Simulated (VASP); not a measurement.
# KCl (Fm-3m) in VASP: notebook, part 3 of 3

VASP 6.6.1. The steps go on from the part before.

## 4. Single point, PBEsol (volume scaled by 0.99)

INCAR reads:

```
SYSTEM = KCl
PREC = Accurate
ENCUT = 520
EDIFF = 1E-7
ISMEAR = -1
SIGMA = 0.03
LREAL = .FALSE.
LASPH = .TRUE.
NELM = 60
ALGO = Normal
ISIF = 2
LWAVE = .FALSE.
LCHARG = .FALSE.
GGA = PS
NBANDS = 15
```

KPOINTS reads:

```
regular mesh
0
G
  7 7 7
  0 0 0
```

POSCAR reads:

```
KCl
1.0
    0.0000000000      3.1455444028      3.1455444028
    3.1455444028      0.0000000000      3.1455444028
    3.1455444028      3.1455444028      0.0000000000
K Cl
1 1
Direct
    0.0000000000      0.0000000000      0.0000000000
    0.5000000000      0.5000000000      0.5000000000
```

Potentials or basis: VASP PAW PBE potentials, release 64 (K_sv, Cl).

The run is started by

```
$ cat potpaw_PBE.64/K_sv/POTCAR potpaw_PBE.64/Cl/POTCAR > POTCAR
$ mpirun -np 1 vasp_std > vasp.out
```

OUTCAR:

```text
SYSTEM = KCl
   PREC = Accurate
   ENCUT = 520
   EDIFF = 1E-7
   ISMEAR = -1
   LREAL = .FALSE.
   LASPH = .TRUE.
   NELM = 60
   ISIF = 2
   GGA = PS

 ion  position               nearest neighbor table
   1  0.000  0.000  0.000-   2 3.15   2 3.15   2 3.15   2 3.15   2 3.15   2 3.15
   2  0.500  0.500  0.500-   1 3.15   1 3.15   1 3.15   1 3.15   1 3.15   1 3.15

  LATTYP: Found a face centered cubic cell.
 ALAT       =     6.2910888056

  Lattice vectors:

 A1 = (   0.0000000000,   3.1455444028,   3.1455444028)
 A2 = (   3.1455444028,   0.0000000000,   3.1455444028)
 A3 = (   3.1455444028,   3.1455444028,   0.0000000000)

Analysis of symmetry for initial positions (statically):
=====================================================================
 Subroutine PRICEL returns:
 Original cell was already a primitive cell.

 Routine SETGRP: Setting up the symmetry group for a
 face centered cubic supercell.

 Subroutine GETGRP returns: Found 48 space group operations
 (whereof 48 operations were pure point group operations)
 out of a pool of 48 trial point group operations.

The static configuration has the point symmetry O_h .

Analysis of symmetry for dynamics (positions and initial velocities):
=====================================================================
 Subroutine PRICEL returns:
 Original cell was already a primitive cell.

 Routine SETGRP: Setting up the symmetry group for a
 face centered cubic supercell.

 Subroutine GETGRP returns: Found 48 space group operations
 (whereof 48 operations were pure point group operations)
 out of a pool of 48 trial point group operations.

The dynamic configuration has the point symmetry O_h .

 Subroutine INISYM returns: Found 48 space group operations
 (whereof 48 operations are pure point group operations),
 and found     1 'primitive' translations

----------------------------------------------------------------------------------------

                                     Primitive cell

  volume of cell :      62.2469

  direct lattice vectors                    reciprocal lattice vectors
     0.000000000  3.145544403  3.145544403    -0.158954997  0.158954997  0.158954997
     3.145544403  0.000000000  3.145544403     0.158954997 -0.158954997  0.158954997
     3.145544403  3.145544403  0.000000000     0.158954997  0.158954997 -0.158954997

  length of vectors
     4.448471555  4.448471555  4.448471555     0.275318130  0.275318130  0.275318130

  position of ions in fractional coordinates (direct lattice)
     0.000000000  0.000000000  0.000000000
     0.500000000  0.500000000  0.500000000

  ion indices of the primitive-cell ions
   primitive index   ion index
                 1           1
                 2           2

----------------------------------------------------------------------------------------

 KPOINTS: regular mesh

Automatic generation of k-mesh.
 Grid dimensions read from file:
 generate k-points for:    7    7    7

 Generating k-lattice:

  Cartesian coordinates                     Fractional coordinates (reciprocal lattice)
[... 21 lines left out ...]
  0.142857  0.142857  0.000000      6.000000
  0.285714  0.142857  0.000000     24.000000
[... 12 lines left out ...]
 -0.428571  0.428571  0.142857     24.000000
 -0.285714  0.428571  0.142857     24.000000
   k-points           NKPTS =     20   k-points in BZ     NKDIM =     20   number of bands    NBANDS=     15
   number of dos      NEDOS =    301   number of ions     NIONS =      2
   total plane-waves  NPLWV =  46656
   dimension x,y,z NGX =    36 NGY =   36 NGZ =   36
   dimension x,y,z NGXF=    72 NGYF=   72 NGZF=   72
   ions per type =               1   1
   NGX,Y,Z   is equivalent  to a cutoff of  13.45, 13.45, 13.45 a.u.
   NGXF,Y,Z  is equivalent  to a cutoff of  26.91, 26.91, 26.91 a.u.
 SYSTEM =  KCl
   PREC   = accura    normal or accurate (medium, high low for compatibility)
   ISTART =      0    job   : 0-new  1-cont  2-samecut
   ICHARG =      2    charge: 1-file 2-atom 10-const
   ISPIN  =      1    spin polarized calculation?
   LNONCOLLINEAR =      F non collinear calculations
   LSORBIT =      F    spin-orbit coupling
   LASPH  =      T    aspherical Exc in radial PAW
   ENCUT  =  520.0 eV  38.22 Ry    6.18 a.u.   8.27  8.27  8.27*2*pi/ulx,y,z
   NELM   =     60;   NELMIN=  2; NELMDL= -5     # of ELM steps
   EDIFF  = 0.1E-06   stopping-criterion for ELM
   LREAL  =      F    real-space projection
   EDIFFG = 0.1E-05   stopping-criterion for IOM
   NSW    =      0    number of steps for IOM
   IBRION =     -1    ionic relax: 0-MD 1-quasi-New 2-CG
   NFREE  =      0    steps in history (QN), initial steepest desc. (CG)
   ISIF   =      2    stress and relaxation
   ISYM   =      2    0-nonsym 1-usesym 2-fastsym
   POTIM  = 0.5000    time-step for ionic-motion
   TEBEG  =    0.0;   TEEND  =   0.0 temperature during run
   PSTRESS=    0.0 pullay stress
   NELECT =      16.0000    total number of electrons
   NUPDOWN=      -1.0000    fix difference up-down
   EMIN   =  10.00;   EMAX   =-10.00  energy-range for DOS
   EFERMI =   0.00;   METHOD = LEGACY
   ISMEAR =    -1;   SIGMA  =   0.03  broadening in eV -4-tet -1-fermi 0-gaus
   EFERMI_NEDOS =   21; number of points for ismear=-14 and -15
   IALGO  =     38    algorithm
   IMIX   =      4    mixing-type and parameters
     AMIX     =   0.40;   BMIX     =  1.00
     AMIX_MAG =   1.60;   BMIX_MAG =  1.00
  volume/ion in A,a.u.               =      31.12       210.03
  Fermi-wavevector in a.u.,A,eV,Ry     =   1.040900  1.967016 14.741542  1.083473
  Thomas-Fermi vector in A             =   2.175497
   LORBIT       =      0    0 simple, 1 ext, 2 COOP (PROOUT), +10 PAW based schemes
   GGA     = PS    functional components
   LHFCALC =     F    Hartree Fock is set to
   AEXX    =    0.0000 exact exchange contribution
   IVDW    =     0    specifies the selected vdW correction
   LEPSILON=     F    determine dielectric tensor
   LRPA    =     F    only Hartree local field effects (RPA)
 non-spin polarized calculation
  energy-cutoff  :      520.00
  volume of cell :       62.25
 maximum number of plane-waves:      1691
 NGX is ok and might be reduce to    36
   NGX = 17   NGY = 17   NGZ = 17

 number of electron      16.0000001 magnetization

 Free energy of the ion-electron system (eV)
  ---------------------------------------------------
  ext. energy  EPLUGINS =         0.00000000
  ---------------------------------------------------
  free energy    TOTEN  =        -7.02216082 eV

  energy without entropy =       -7.02216082  energy(sigma->0) =       -7.02216082

 E-fermi :  -1.2242     XC(G=0):  -7.7239

 val. band max:       -1.9022687480   @ k =   0.0000   0.0000   0.0000
 cond. band min:       3.1230561524   @ k =   0.0000   0.0000   0.0000
 fundamental gap:      5.0253249004
 Fermi energy:        -1.2242250841

 k-point     1 :       0.0000    0.0000    0.0000
  band No.  band energies     occupation
      1     -28.9446      2.00000
      2     -13.9944      2.00000
      3     -12.4710      2.00000
      4     -12.4710      2.00000
      5     -12.4710      2.00000
      6      -1.9023      2.00000
      7      -1.9023      2.00000
      8      -1.9023      2.00000
      9       3.1231      0.00000
     10       6.3930      0.00000
     11       6.3930      0.00000
     12       6.3930      0.00000
     13       7.2790      0.00000
     14       7.2790      0.00000
[... 329 lines left out ...]
      2     -14.0022      2.00000
      3     -12.5804      2.00000
      4     -12.5430      2.00000
      5     -12.3819      2.00000
      6      -2.5007      2.00000
      7      -2.4224      2.00000
      8      -2.2762      2.00000
      9       5.6992      0.00000
     10       6.4034      0.00000
     11       7.5272      0.00000
     12       7.9359      0.00000
     13       9.4578      0.00000
     14       9.5294      0.00000
     15      10.3524      0.00000

------------------------ aborting loop because EDIFF is reached ----------------------------------------

  FORCE on cell =-STRESS in cart. coord.  units (eV):
  Direction    XX          YY          ZZ          XY          YZ          ZX
  --------------------------------------------------------------------------------------
  -------------------------------------------------------------------------------------
  Total       -0.1393054     -0.1393054     -0.1393054     -0.0000000     -0.0000000      0.0000000
  in kB       -3.5855944     -3.5855944     -3.5855944     -0.0000000     -0.0000000      0.0000000
  external PRESSURE =      -3.5855944 kB  Pullay stress =       0.0000000 kB

 VOLUME and BASIS-vectors are now :
 -----------------------------------------------------------------------------
  energy-cutoff  :      520.00
  volume of cell :       62.25
      direct lattice vectors                 reciprocal lattice vectors
     0.000000000  3.145544403  3.145544403    -0.158954997  0.158954997  0.158954997
     3.145544403  0.000000000  3.145544403     0.158954997 -0.158954997  0.158954997
     3.145544403  3.145544403  0.000000000     0.158954997  0.158954997 -0.158954997

 POSITION                                       TOTAL-FORCE (eV/Angst)
 -----------------------------------------------------------------------------------
      0.00000      0.00000      0.00000         0.000000      0.000000      0.000000
      3.14554      3.14554      3.14554        -0.000000     -0.000000     -0.000000
 -----------------------------------------------------------------------------------
    total drift:                                0.000000      0.000000      0.000000

  FREE ENERGIE OF THE ION-ELECTRON SYSTEM (eV)
  ---------------------------------------------------
  free  energy   TOTEN  =        -7.0221608167 eV

  energy  without entropy=       -7.0221608167  energy(sigma->0) =       -7.02216082
```

OSZICAR:

```text
N       E                     dE             d eps       ncg     rms          rms(c)
DAV:   1     0.994536372789E+02    0.99454E+02   -0.70655E+03   600   0.959E+02
DAV:   2    -0.919240207829E+00   -0.10037E+03   -0.91299E+02   761   0.234E+02
DAV:   3    -0.702513236097E+01   -0.61059E+01   -0.60694E+01   817   0.509E+01
DAV:   4    -0.726952861534E+01   -0.24440E+00   -0.24432E+00   902   0.932E+00
DAV:   5    -0.727129883464E+01   -0.17702E-02   -0.17702E-02   838   0.904E-01    0.322E+00
DAV:   6    -0.702479853595E+01    0.24650E+00   -0.34901E-01   761   0.316E+00    0.264E+00
DAV:   7    -0.701109285063E+01    0.13706E-01   -0.79130E-02   831   0.168E+00    0.152E+00
DAV:   8    -0.702109294460E+01   -0.10000E-01   -0.14771E-02   807   0.900E-01    0.198E-01
DAV:   9    -0.702158556214E+01   -0.49262E-03   -0.71649E-04   782   0.169E-01    0.933E-02
DAV:  10    -0.702215063496E+01   -0.56507E-03   -0.56544E-04   635   0.146E-01    0.217E-02
DAV:  11    -0.702215822018E+01   -0.75852E-05   -0.21945E-05   847   0.283E-02    0.161E-02
DAV:  12    -0.702216079497E+01   -0.25748E-05   -0.73685E-06   684   0.147E-02    0.614E-03
DAV:  13    -0.702216081670E+01   -0.21729E-07   -0.71311E-07   670   0.546E-03
   1 F= -.70221608E+01 E0= -.70221608E+01  d E =-.483656E-11
```

Run time: 10 s. Hardware: 1 thread of Intel Xeon 6975P-C (Granite Rapids), shared host; peak memory 0.2 GiB.

What came out:

- Free energy: -7.0222 eV
- Pressure: -0.4 GPa
- Band gap on the k mesh: 5.03 eV, direct

Caveat: the PAW data sets were made with another functional, which shifts forces and pressure a little.

## 5. Summary

| cell | gap on the mesh (eV) | pressure (GPa) |
| --- | --- | --- |
| a = 4.372 Å, angles 60.0°, 2 atoms | 5.19 | 0.6 |
| a = 4.463 Å, angles 60.0°, 2 atoms | 4.99 | -0.5 |
| a = 4.448 Å, angles 60.0°, 2 atoms | 5.03 | -0.4 |

Alike in all rows: task single point; level PBEsol; potentials or basis VASP PAW PBE potentials, release 64 (K_sv, Cl); no spin polarisation; k mesh 7 × 7 × 7; cutoff (eV) 520; smearing fermi-dirac 0.03 eV.

Caveats: the PAW data sets were made with another functional, which shifts forces and pressure a little.

Absolute energies hang on the potentials; compare differences alone.

## 6. Against experiment

Step 3. A measured gap of KCl is 8.68 eV (a printed reference work, monograph); the calculated 4.99 eV misses it by -3.69 eV. The value is that of PBEsol on a finite k mesh, which can miss the band edges, without temperature or zero-point motion. Semilocal functionals fall short of measured gaps as a rule.
